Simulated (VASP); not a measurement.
# TiSe2 (P-3m1) in VASP: band structure with PBEsol

Aim: the band structure of TiSe2 with PBEsol.

The COD entry that gives the cell may itself be a prediction, so a difference from it is no test against experiment.

All numbers are computed with VASP 6.6.1; they aren't measurements. Logs are shortened: lines on timing, memory, paths and dates and some standing lists are left out, and cuts for length are marked.

### 1 Starting point

Symmetry: P-3m1, No. 164, trigonal system. Conventional cell: a = 3.476 Å, b = 3.476 Å, c = 5.935 Å, α = 90.00°, β = 90.00°, γ = 120.00°. Around Ti (site symmetry -3m) lie 6 Se at 2.53 Å. Se (site symmetry 3m) has 3 Ti at 2.53 Å as nearest neighbours.

### 2 Band structure, PBEsol

File POSCAR:

```
TiSe2                                   
1.0
    3.4758059618      0.0000000000      0.0000000000
   -1.7379029809      3.0101362636      0.0000000000
    0.0000000000      0.0000000000      5.9345424180
  Ti              Se            
     1     2
Direct
     0.0000000000000000    0.0000000000000000    0.0000000000000000
     0.3333333300000021    0.6666666699999979    0.2608029040127704
     0.6666666699999979    0.3333333300000021    0.7391970959872296
```

File INCAR.step1:

```
SYSTEM = TiSe2
PREC = Accurate ; ENCUT = 520
EDIFF = 1E-7 ; ISMEAR = 0
SIGMA = 0.02 ; LREAL = .False.
LASPH = .True. ; NELM = 80
ALGO = Normal ; ISIF = 2
LWAVE = .False. ; LCHARG = .True.
LMAXMIX = 4 ; GGA = PS
NBANDS = 19
```

File KPOINTS.step1:

```
regular mesh
0
Gamma
  12 12 6
  0 0 0
```

File INCAR.step2:

```
SYSTEM = TiSe2
PREC = Accurate ; ENCUT = 520
EDIFF = 1E-7 ; ISMEAR = 0
SIGMA = 0.05 ; LREAL = .False.
LASPH = .True. ; NELM = 80
ALGO = Normal ; ISIF = 2
LWAVE = .False. ; LCHARG = .False.
LMAXMIX = 4 ; GGA = PS
NBANDS = 19 ; ICHARG = 11
```

File KPOINTS.step2:

```
path GMKGALHA,LM,KH
10
line-mode
reciprocal
 0.0000000000  0.0000000000  0.0000000000  G
 0.5000000000  0.0000000000  0.0000000000  M

 0.5000000000  0.0000000000  0.0000000000  M
 0.3333333333  0.3333333333  0.0000000000  K

 0.3333333333  0.3333333333  0.0000000000  K
 0.0000000000  0.0000000000  0.0000000000  G

 0.0000000000  0.0000000000  0.0000000000  G
 0.0000000000  0.0000000000  0.5000000000  A

 0.0000000000  0.0000000000  0.5000000000  A
 0.5000000000  0.0000000000  0.5000000000  L

 0.5000000000  0.0000000000  0.5000000000  L
 0.3333333333  0.3333333333  0.5000000000  H

 0.3333333333  0.3333333333  0.5000000000  H
 0.0000000000  0.0000000000  0.5000000000  A

 0.5000000000  0.0000000000  0.5000000000  L
 0.5000000000  0.0000000000  0.0000000000  M

 0.3333333333  0.3333333333  0.0000000000  K
 0.3333333333  0.3333333333  0.5000000000  H
```

Potentials or basis: VASP PAW PBE potentials, release 64 (Ti_sv, Se).

Command:

```bash
$ cat potpaw_PBE.64/Ti_sv/POTCAR potpaw_PBE.64/Se/POTCAR > POTCAR
$ cp INCAR.step1 INCAR
$ cp KPOINTS.step1 KPOINTS
$ mpirun -np 1 vasp_std > vasp.out
$ cp INCAR.step2 INCAR
$ cp KPOINTS.step2 KPOINTS
$ mpirun -np 1 vasp_std > vasp.out
```

OUTCAR:

```text
SYSTEM = TiSe2
   PREC = Accurate
   ENCUT = 520
   EDIFF = 1E-7
   ISMEAR = 0
   LREAL = .False.
   LASPH = .True.
   NELM = 80
   ISIF = 2
   GGA = PS
   ICHARG = 11

 ion  position               nearest neighbor table
   1  0.000  0.000  0.000-   2 2.53   3 2.53   3 2.53   2 2.53   3 2.53   2 2.53
   2  0.333  0.667  0.261-   1 2.53   1 2.53   1 2.53
   3  0.667  0.333  0.739-   1 2.53   1 2.53   1 2.53

  LATTYP: Found a hexagonal cell.
 ALAT       =     3.4758059618
 C/A-ratio  =     1.7073859943

  Lattice vectors:

 A1 = (   3.4758059618,   0.0000000000,   0.0000000000)
 A2 = (  -1.7379029809,   3.0101362636,   0.0000000000)
 A3 = (   0.0000000000,   0.0000000000,   5.9345424180)

Analysis of symmetry for initial positions (statically):
=====================================================================
 Subroutine PRICEL returns:
 Original cell was already a primitive cell.

 Routine SETGRP: Setting up the symmetry group for a
 hexagonal supercell.

 Subroutine GETGRP returns: Found 12 space group operations
 (whereof 12 operations were pure point group operations)
 out of a pool of 24 trial point group operations.

The static configuration has the point symmetry D_3d.

Analysis of symmetry for dynamics (positions and initial velocities):
=====================================================================
 Subroutine PRICEL returns:
 Original cell was already a primitive cell.

 Routine SETGRP: Setting up the symmetry group for a
 hexagonal supercell.

 Subroutine GETGRP returns: Found 12 space group operations
 (whereof 12 operations were pure point group operations)
 out of a pool of 24 trial point group operations.

The dynamic configuration has the point symmetry D_3d.

 Subroutine INISYM returns: Found 12 space group operations
 (whereof 12 operations are pure point group operations),
 and found     1 'primitive' translations

----------------------------------------------------------------------------------------

                                     Primitive cell

  volume of cell :      62.0910

  direct lattice vectors                    reciprocal lattice vectors
     3.475805962  0.000000000  0.000000000     0.287703057  0.166105437  0.000000000
    -1.737902981  3.010136264  0.000000000     0.000000000  0.332210874  0.000000000
     0.000000000  0.000000000  5.934542418     0.000000000  0.000000000  0.168504988

  length of vectors
     3.475805962  3.475805964  5.934542418     0.332210875  0.332210874  0.168504988

  position of ions in fractional coordinates (direct lattice)
     0.000000000  0.000000000  0.000000000
     0.333333330  0.666666670  0.260802904
     0.666666670  0.333333330  0.739197096

  ion indices of the primitive-cell ions
   primitive index   ion index
                 1           1
                 2           2
                 3           3

----------------------------------------------------------------------------------------

 KPOINTS: path GMKGALHA,LM,KH

Interpolating k-points between supplied coordinates.

 Line segments in fractional coordinates (reciprocal lattice):
    0.000000  0.000000  0.000000  ...  0.500000  0.000000  0.000000
    0.500000  0.000000  0.000000  ...  0.333333  0.333333  0.000000
    0.333333  0.333333  0.000000  ...  0.000000  0.000000  0.000000
    0.000000  0.000000  0.000000  ...  0.000000  0.000000  0.500000
    0.000000  0.000000  0.500000  ...  0.500000  0.000000  0.500000
    0.500000  0.000000  0.500000  ...  0.333333  0.333333  0.500000
    0.333333  0.333333  0.500000  ...  0.000000  0.000000  0.500000
    0.500000  0.000000  0.500000  ...  0.500000  0.000000  0.000000
    0.333333  0.333333  0.000000  ...  0.333333  0.333333  0.500000

 Generated    10 points on each line segment, for a total of     90 k-points:

 Following reciprocal coordinates:
            Coordinates               Weight
  0.000000  0.000000  0.000000      0.011111
  0.055556  0.000000  0.000000      0.011111
  0.111111  0.000000  0.000000      0.011111
  0.166667  0.000000  0.000000      0.011111
  0.222222  0.000000  0.000000      0.011111
  0.277778  0.000000  0.000000      0.011111
[... 16 lines left out ...]
  0.259259  0.259259  0.000000      0.011111
  0.222222  0.222222  0.000000      0.011111
 [... further k-points ...]
   k-points           NKPTS =     90   k-points in BZ     NKDIM =     90   number of bands    NBANDS=     19
   number of dos      NEDOS =    301   number of ions     NIONS =      3
   total plane-waves  NPLWV =  37632
   dimension x,y,z NGX =    28 NGY =   28 NGZ =   48
   dimension x,y,z NGXF=    56 NGYF=   56 NGZF=   96
   ions per type =               1   2
   NGX,Y,Z   is equivalent  to a cutoff of  13.39, 13.39, 13.45 a.u.
   NGXF,Y,Z  is equivalent  to a cutoff of  26.78, 26.78, 26.89 a.u.
 SYSTEM =  TiSe2
   PREC   = accura    normal or accurate (medium, high low for compatibility)
   ISTART =      0    job   : 0-new  1-cont  2-samecut
   ICHARG =     11    charge: 1-file 2-atom 10-const
   ISPIN  =      1    spin polarized calculation?
   LNONCOLLINEAR =      F non collinear calculations
   LSORBIT =      F    spin-orbit coupling
   LASPH  =      T    aspherical Exc in radial PAW
   ENCUT  =  520.0 eV  38.22 Ry    6.18 a.u.   6.46  6.46 11.03*2*pi/ulx,y,z
   NELM   =     80;   NELMIN=  2; NELMDL=  0     # of ELM steps
   EDIFF  = 0.1E-06   stopping-criterion for ELM
   LREAL  =      F    real-space projection
   EDIFFG = 0.1E-05   stopping-criterion for IOM
   NSW    =      0    number of steps for IOM
   IBRION =     -1    ionic relax: 0-MD 1-quasi-New 2-CG
   NFREE  =      0    steps in history (QN), initial steepest desc. (CG)
   ISIF   =      2    stress and relaxation
   ISYM   =      2    0-nonsym 1-usesym 2-fastsym
   POTIM  = 0.5000    time-step for ionic-motion
   TEBEG  =    0.0;   TEEND  =   0.0 temperature during run
   PSTRESS=    0.0 pullay stress
   NELECT =      24.0000    total number of electrons
   NUPDOWN=      -1.0000    fix difference up-down
   EMIN   =  10.00;   EMAX   =-10.00  energy-range for DOS
   EFERMI =   0.00;   METHOD = LEGACY
   ISMEAR =     0;   SIGMA  =   0.05  broadening in eV -4-tet -1-fermi 0-gaus
   EFERMI_NEDOS =   21; number of points for ismear=-14 and -15
   IALGO  =     38    algorithm
   IMIX   =      4    mixing-type and parameters
     AMIX     =   0.40;   BMIX     =  1.00
     AMIX_MAG =   1.60;   BMIX_MAG =  1.00
  volume/ion in A,a.u.               =      20.70       139.67
  Fermi-wavevector in a.u.,A,eV,Ry     =   1.192529  2.253553 19.349190  1.422125
  Thomas-Fermi vector in A             =   2.328565
   LORBIT       =      0    0 simple, 1 ext, 2 COOP (PROOUT), +10 PAW based schemes
   GGA     = PS    functional components
   LHFCALC =     F    Hartree Fock is set to
   AEXX    =    0.0000 exact exchange contribution
   IVDW    =     0    specifies the selected vdW correction
   LEPSILON=     F    determine dielectric tensor
   LRPA    =     F    only Hartree local field effects (RPA)
 non-spin polarized calculation
 Gauss-broadening in eV      SIGMA  =   0.05
  energy-cutoff  :      520.00
  volume of cell :       62.09
 maximum number of plane-waves:      1698
 NGX is ok and might be reduce to    28

 number of electron      24.0000000 magnetization

 Free energy of the ion-electron system (eV)
  ---------------------------------------------------
  ext. energy  EPLUGINS =         0.00000000
  ---------------------------------------------------
  free energy    TOTEN  =       -18.61427905 eV

  energy without entropy =      -18.61195164  energy(sigma->0) =      -18.61311534

 E-fermi :   5.4879     XC(G=0): -10.4084

 val. band max:        5.4749234652   @ k =   0.2222   0.0000   0.0000
 cond. band min:       5.5117399156   @ k =   0.4630   0.0741   0.0000
 fundamental gap:      0.0368164504
 Fermi energy:         5.4878768342

 k-point     1 :       0.0000    0.0000    0.0000
  band No.  band energies     occupation
      1     -52.1020      2.00000
      2     -28.4434      2.00000
      3     -28.4237      2.00000
      4     -28.4237      2.00000
      5      -9.0315      2.00000
      6      -7.4822      2.00000
[... 11 lines left out ...]
     18      10.8479      0.00000
     19      11.1559      0.00000

 k-point     2 :       0.0556    0.0000    0.0000
  band No.  band energies     occupation
      1     -52.1017      2.00000
      2     -28.4427      2.00000
      3     -28.4270      2.00000
      4     -28.4244      2.00000
      5      -8.9953      2.00000
      6      -7.4690      2.00000
[... 11 lines left out ...]
     18      11.1441      0.00000
     19      11.3761      0.00000

 k-point     3 :       0.1111    0.0000    0.0000
  band No.  band energies     occupation
      1     -52.1009      2.00000
      2     -28.4407      2.00000
      3     -28.4365      2.00000
      4     -28.4266      2.00000
      5      -8.8882      2.00000
      6      -7.4307      2.00000
[... 11 lines left out ...]
     18      11.7488      0.00000
     19      11.9498      0.00000

 k-point     4 :       0.1667    0.0000    0.0000
  band No.  band energies     occupation
      1     -52.0996      2.00000
      2     -28.4513      2.00000
      3     -28.4373      2.00000
      4     -28.4299      2.00000
      5      -8.7161      2.00000
      6      -7.3717      2.00000
[... 11 lines left out ...]
     18      12.2474      0.00000
     19      12.5792      0.00000

 k-point     5 :       0.2222    0.0000    0.0000
  band No.  band energies     occupation
      1     -52.0980      2.00000
      2     -28.4691      2.00000
      3     -28.4339      2.00000
      4     -28.4334      2.00000
      5      -8.4887      2.00000
      6      -7.2994      2.00000
[... 11 lines left out ...]
     18      12.3322      0.00000
     19      12.8965      0.00000
[... 334 lines left out ...]
      2     -28.4990      2.00000
      3     -28.4990      2.00000
      4     -28.4162      2.00000
      5      -7.0867      2.00000
      6      -7.0867      2.00000
[... 11 lines left out ...]
     18      10.7180      0.00000
     19      14.3946      0.00000

 k-point    22 :       0.2963    0.2963    0.0000
  band No.  band energies     occupation
      1     -52.0912      2.00000
      2     -28.5091      2.00000
      3     -28.4860      2.00000
      4     -28.4167      2.00000
      5      -7.1813      2.00000
      6      -7.0548      2.00000
[... 11 lines left out ...]
     18      10.8454      0.00000
     19      14.1572      0.00000

 k-point    23 :       0.2593    0.2593    0.0000
  band No.  band energies     occupation
      1     -52.0919      2.00000
      2     -28.5122      2.00000
      3     -28.4728      2.00000
      4     -28.4185      2.00000
      5      -7.3806      2.00000
      6      -7.0557      2.00000
[... 11 lines left out ...]
     18      11.2164      0.00000
     19      13.9311      0.00000

 k-point    24 :       0.2222    0.2222    0.0000
  band No.  band energies     occupation
      1     -52.0932      2.00000
      2     -28.5074      2.00000
      3     -28.4605      2.00000
      4     -28.4216      2.00000
      5      -7.6661      2.00000
      6      -7.0934      2.00000
[... 11 lines left out ...]
     18      11.8291      0.00000
     19      13.7436      0.00000

 [... further k-points ...]
[... 5 lines left out ...]
  --------------------------------------------------------------------------------------
  -------------------------------------------------------------------------------------
  Total        3.7502893      3.7502894      8.0099303      0.0000000     -0.0000000      0.0000000
  in kB       96.7712700     96.7712701    206.6856870      0.0000000     -0.0000000      0.0000000
  external PRESSURE =     133.4094090 kB  Pullay stress =       0.0000000 kB

 VOLUME and BASIS-vectors are now :
 -----------------------------------------------------------------------------
  energy-cutoff  :      520.00
  volume of cell :       62.09
      direct lattice vectors                 reciprocal lattice vectors
     3.475805962  0.000000000  0.000000000     0.287703057  0.166105437  0.000000000
    -1.737902981  3.010136264  0.000000000     0.000000000  0.332210874  0.000000000
     0.000000000  0.000000000  5.934542418     0.000000000  0.000000000  0.168504988

 POSITION                                       TOTAL-FORCE (eV/Angst)
 -----------------------------------------------------------------------------------
      0.00000      0.00000      0.00000        -0.000000      0.000000      0.000000
     -0.00000      2.00676      1.54775         0.000000     -0.000000      0.012315
      1.73790      1.00338      4.38680        -0.000000      0.000000     -0.012315
 -----------------------------------------------------------------------------------
    total drift:                               -0.000000      0.000000      0.000000

  FREE ENERGIE OF THE ION-ELECTRON SYSTEM (eV)
  ---------------------------------------------------
  free  energy   TOTEN  =       -18.6142790478 eV

  energy  without entropy=      -18.6119516382  energy(sigma->0) =      -18.61311534
```

Run time: 1.8 min. Hardware: 1 thread of Intel Xeon 6975P-C (Granite Rapids), shared host; peak memory 0.26 GiB.

What came out:

```yaml
Band_gap_along_the_path: none (metal or under the smearing width)
```

Levels at the corners of the path, in eV from the Fermi level:
| point | band 10 | band 11 | band 12 | band 13 | band 14 | band 15 |
| --- | --- | --- | --- | --- | --- | --- |
| Γ | 0.27 | 0.51 | 0.51 | 0.56 | 0.65 | 0.65 |
| M | -2.87 | -2.25 | -1.35 | 0.04 | 1.49 | 1.91 |
| M | -2.87 | -2.25 | -1.35 | 0.04 | 1.49 | 1.91 |
| K | -2.67 | -2.67 | -2.46 | 1.24 | 1.75 | 1.75 |
| K | -2.67 | -2.67 | -2.46 | 1.24 | 1.75 | 1.75 |
| Γ | 0.27 | 0.51 | 0.51 | 0.56 | 0.65 | 0.65 |
| Γ | 0.27 | 0.51 | 0.51 | 0.56 | 0.65 | 0.65 |
| A | -2.17 | 0.38 | 0.38 | 0.49 | 0.49 | 1.27 |
| A | -2.17 | 0.38 | 0.38 | 0.49 | 0.49 | 1.27 |
| L | -2.51 | -1.18 | -0.86 | -0.27 | 1.49 | 1.88 |
| L | -2.51 | -1.18 | -0.86 | -0.27 | 1.49 | 1.88 |
| H | -3.35 | -2.12 | -2.12 | 1.25 | 1.28 | 1.28 |
| H | -3.35 | -2.12 | -2.12 | 1.25 | 1.28 | 1.28 |
| A | -2.17 | 0.38 | 0.38 | 0.49 | 0.49 | 1.27 |
| L | -2.51 | -1.18 | -0.86 | -0.27 | 1.49 | 1.88 |
| M | -2.87 | -2.25 | -1.35 | 0.04 | 1.49 | 1.91 |
| K | -2.67 | -2.67 | -2.46 | 1.24 | 1.75 | 1.75 |
| H | -3.35 | -2.12 | -2.12 | 1.25 | 1.28 | 1.28 |

Caveat: the log is that of the step along the path at fixed density, whose energy, stress, charges and moments have no meaning; the PAW data sets were made with another functional, which shifts forces and pressure a little.
